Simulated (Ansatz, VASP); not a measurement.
## BN in VASP and in Ansatz

The input INCAR:

```
PREC = Accurate
ENCUT = 520
EDIFF = 1E-6
ISMEAR = -1
SIGMA = 0.05
LREAL = False
LASPH = True
NELM = 100
ALGO = Normal
ISIF = 2
LWAVE = False
LCHARG = False
GGA = PS
NBANDS = 11
```

The input KPOINTS:

```
regular mesh
0
Gamma
  12 12 12
```

The input POSCAR:

```
BN
1.0
    1.2427247397      0.7174874630      3.3502965776
   -1.2427247397      0.7174874630      3.3502965776
    0.0000000000     -1.4349749260      3.3502965776
N B
1 1
Direct
    0.6672382000      0.6672382000      0.6672382000
    0.0003288000      0.0003288000      0.0003288000
```

The input input.yaml:

```yaml
crystal:
  lattice:
    - [1.2427247397, 0.717487463, 3.3502965776]
    - [-1.2427247397, 0.717487463, 3.3502965776]
    - [0.0, -1.434974926, 3.3502965776]
  atoms:
    - { symbol: "N", position: [0.6672382, 0.6672382, 0.6672382] }
    - { symbol: B, position: [0.0003288, 0.0003288, 0.0003288] }
kpoints:
  mp_grid: { grid: [12, 12, 12] }
scf:
  occupations: { method: fermi_dirac, width: 0.05 }
hamiltonian:
  xc: pbesol
  pseudopotentials: { kind: all_electron, lapw: { basis_error: 0.0005 } }
output:
  forces: true
  stress: true
  eigenvalues: true
```

Change from the starting cell: volume scaled by 0.98.

Alike in both runs: task single point; functional PBEsol; k mesh 12 × 12 × 12; occupations fermi-dirac, width 0.05 eV; no spin polarisation.

```csv
,VASP,Ansatz
version,VASP 6.6.1,Ansatz 0.2.0
potentials or method,"VASP PAW PBE potentials, release 64 (N, B)","all-electron LAPW, scalar-relativistic"
plane-wave cutoff (eV),520,see its input
```

```tsv
	VASP	Ansatz	Ansatz less VASP
gap on the k mesh at the Fermi level (eV)	4.20	4.21	+0.005
least direct gap on the mesh (eV)	4.68	4.69	+0.005
pressure (GPa)	6.1	5.7	-0.34
largest component of the traceless stress (GPa)	5.62	5.12	-0.501
```

Ansatz ran all-electron here, so the differences hold the error of VASP's frozen core and of both bases.

Caveats: the PAW data sets were made with another functional, which shifts forces and pressure a little (VASP). A k mesh can miss the band edges.
